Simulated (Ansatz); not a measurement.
# Li2O: how the settings move a single-point run

Aim: see which settings change the result for Li2O, by how much, and at what cost.

Program: Ansatz 0.2.0. Level of theory: reference: DFT, LDA, all-electron LAPW, scalar-relativistic. These are calculated values, not measurements.

## Step 1: The structure to begin with

The structure is cubic, space group Fm-3m (No. 225). The conventional cell has a = 4.610 Å, b = 4.610 Å, c = 4.610 Å, α = 90.00°, β = 90.00°, γ = 90.00°. Li (site symmetry -43m) has 4 O at 2.00 Å as nearest neighbours. Around O (site symmetry m-3m) lie 8 Li at 2.00 Å.

As a file:

```xyz
3
Lattice="0.0000 2.3050 2.3050 2.3050 0.0000 2.3050 2.3050 2.3050 0.0000" Properties=species:S:1:pos:R:3 pbc="T T T"
Li    1.1525    1.1525    1.1525
Li    3.4575    3.4575    3.4575
O     0.0000    0.0000    0.0000
```

## Step 2: Baseline

input.yaml reads:

```yaml
crystal:
  lattice:
    - [0.0, 2.305, 2.305]
    - [2.305, 0.0, 2.305]
    - [2.305, 2.305, 0.0]
  atoms:
    - { symbol: Li, position: [0.25, 0.25, 0.25] }
    - { symbol: Li, position: [0.75, 0.75, 0.75] }
    - { symbol: O, position: [0.0, 0.0, 0.0] }
kpoints:
  mp_grid: { grid: [9, 9, 9] }
scf:
  occupations: { method: fermi_dirac, width: 0.03 }
hamiltonian:
  xc: lda
  pseudopotentials: { kind: all_electron, lapw: { basis_error: 0.001 } }
output:
  forces: true
  stress: true
  eigenvalues: true
  populations: true
```

Command:

```
ansatz run input.yaml --threads 1 --pin off --max-ram 3072MiB --backend cpu --events-out ev --progress --plain --runs-dir out
```

## Step 3: Changed: scf.algorithm density_mixing

input.yaml: that of step 2 with these lines changed.

```diff
@@ -13,2 +13,3 @@
   occupations: { method: fermi_dirac, width: 0.03 }
+  algorithm: density_mixing
 hamiltonian:
```

Q: Predict the outcome of this session. Wanted: for each run, ending; energy change; pressure; gap; force.

As calculated:

```
                            run     ending  energy change  pressure (GPa)  gap (eV)  force (eV/Å)  cycles   time
                      reference  converged              0            -6.1      4.92          0.00       7  3.5 s
1: scf.algorithm density_mixing  converged   0.0 meV/atom            -6.1      4.92          0.00       7  3.9 s
```

Residual by cycle in the longest SCF loop of each run; runs are numbered as in the table. The quantity is the density residual dr2, in eV.

```
cycle  reference    run 1
    1       2.54     2.54
    2       0.16     0.16
    3     0.0945   0.0945
    4    0.00227  0.00227
    5     2.9e-5   2.9e-5
    6     3.4e-7   3.4e-7
    7     1.6e-9   1.6e-9
```

What this shows: Energy and cycle count are those of the reference, so the change (solver) left the result and the number of cycles as they were.

These are semilocal Kohn-Sham gaps, which aren't the measured quantity. Such gaps usually fall short of the measured ones.
